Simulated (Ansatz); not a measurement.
ZrN, DFT, PBE, all-electron PAW with datasets made for the crystal, scalar-relativistic (Ansatz 0.2.0), run on 1 thread of Arm Neoverse V2 on a shared host.

The cell is COD entry 4303945, as deposited and not checked against the literature; nothing was relaxed. The listed cell was then made from it by scaling, straining or moving an atom.

Command: `ansatz run input.yaml --threads 1 --pin off --max-ram 3072MiB --backend cpu --events-out ev --progress --plain --runs-dir out`

```yaml
crystal:
  lattice:
    - [0.0, 2.2533582426, 2.2533582426]
    - [2.2533582426, 0.0, 2.2533582426]
    - [2.2533582426, 2.2533582426, 0.0]
  atoms:
    - { symbol: Zr, position: [0.0, 0.0, 0.0] }
    - { symbol: "N", position: [0.5, 0.5, 0.5] }
kpoints:
  mp_grid: { grid: [9, 9, 9] }
scf:
  occupations: { method: fermi_dirac, width: 0.01 }
hamiltonian:
  xc: pbe
  pseudopotentials: { kind: all_electron, datasets: crystal }
output:
  forces: true
  stress: true
  eigenvalues: true
  efg: { contact_densities: true }
```

Problem. How large is the problem that the program sets up?

Solution. 35 irreducible k-points, 331 plane waves at Γ, 15 bands.

Problem. About how long does it take, and how much memory does it use?

Solution. 3.9 s of wall time for 9 SCF iterations, with a peak of 0.36 GiB. Times on shared machines scatter by tens of per cent.
